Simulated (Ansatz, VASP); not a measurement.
**Two plane-wave programs on MgS**

```
Mg S
1.0
     0.00000    2.48290    2.48290
     2.48290    0.00000    2.48290
     2.48290    2.48290    0.00000
Mg S
1 1
Direct
  0.00000 0.00000 0.00000
  0.50000 0.50000 0.50000
```

Alike in both runs: task single point; functional PBEsol; k mesh 8 × 8 × 8; occupations gaussian, width 0.02 eV; no spin polarisation.

```csv
,VASP,Ansatz
version,VASP 6.6.1,Ansatz 0.2.0
potentials or method,"VASP PAW PBE potentials, release 64 (Mg, S)","scalar-relativistic, plane waves, PAW"
plane-wave cutoff (eV),520,420
valence electrons in the cell,8,16
```

|  | VASP | Ansatz | Ansatz less VASP |
| --- | --- | --- | --- |
| gap on the k mesh at the Fermi level (eV) | 2.98 | 2.97 | -0.015 |
| least direct gap on the mesh (eV) | 4.79 | 4.78 | -0.007 |
| pressure (GPa) | 12.8 | 13.0 | +0.14 |

The two sets of potentials don't hold the same shells in valence.

Caveats: the PAW data sets were made with another functional, which shifts forces and pressure a little (VASP). A k mesh can miss the band edges. Expect the measured gap to be larger: semilocal functionals such as PBEsol lack the derivative discontinuity.
